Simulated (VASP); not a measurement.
# PtSe2: relaxation of cell and atoms with PBE+D3(BJ)

The system is PtSe2.

```
Pt Se
1.0
     3.71179    0.00000    0.00000
    -1.85590    3.21451    0.00000
     0.00000    0.00000    4.97200
Pt Se
1 2
Direct
  0.00000 0.00000 0.00000
  0.33333 0.66667 0.26476
  0.66667 0.33333 0.73524
```

```json
{
  "Program": "VASP 6.6.1",
  "Task": "relaxation of cell and atoms",
  "Functional": "PBE",
  "Dispersion": "D3(BJ)",
  "Potentials or basis": "VASP PAW PBE potentials, release 64 (Pt, Se)",
  "Cutoff": "520 eV",
  "k mesh": "3 × 3 × 1",
  "Occupations": "gaussian, width 0.02 eV",
  "Spin": "no spin polarisation",
  "Further INCAR settings": "ALGO = Normal; EDIFF = 1e-07; IBRION = 2; EDIFFG = -0.002; NSW = 80; ISIF = 3"
}
```

| Quantity | Value |
| --- | --- |
| Pressure after relaxing | 0.0 GPa |
| Band gap on the k mesh | none (metal or under the smearing width) |
| Dispersion energy per atom | -0.490 eV |

Final structure:
```
Pt Se
1.0
     3.71179    0.00000    0.00000
    -1.85590    3.21451    0.00000
     0.00000    0.00000    4.97200
Pt Se
1 2
Direct
  0.00000 0.00000 0.00000
  0.33333 0.66667 0.26476
  0.66667 0.33333 0.73524
```

Levels at points of the mesh, in eV from the Fermi level:
| k point | band 9 | band 10 | band 11 | band 12 | band 13 | band 14 |
| --- | --- | --- | --- | --- | --- | --- |
| (0.00, 0.00, 0.00) | -0.85 | -0.85 | 0.72 | 1.26 | 1.26 | 3.63 |

Wall time 5.7 s on 4 MPI ranks on AMD EPYC 7R43 64-Core Processor (Zen 3) (shared host), peak memory 0.1 GiB a rank.

Caveat: the k mesh is coarse (spacing up to 1.26 Å⁻¹), so the values aren't converged; the relaxation stopped at its first step, so nothing moved; pairwise dispersion overbinds metals, which lowers pressure and volume. Spin-orbit coupling is left out, which matters for the levels of Pt.
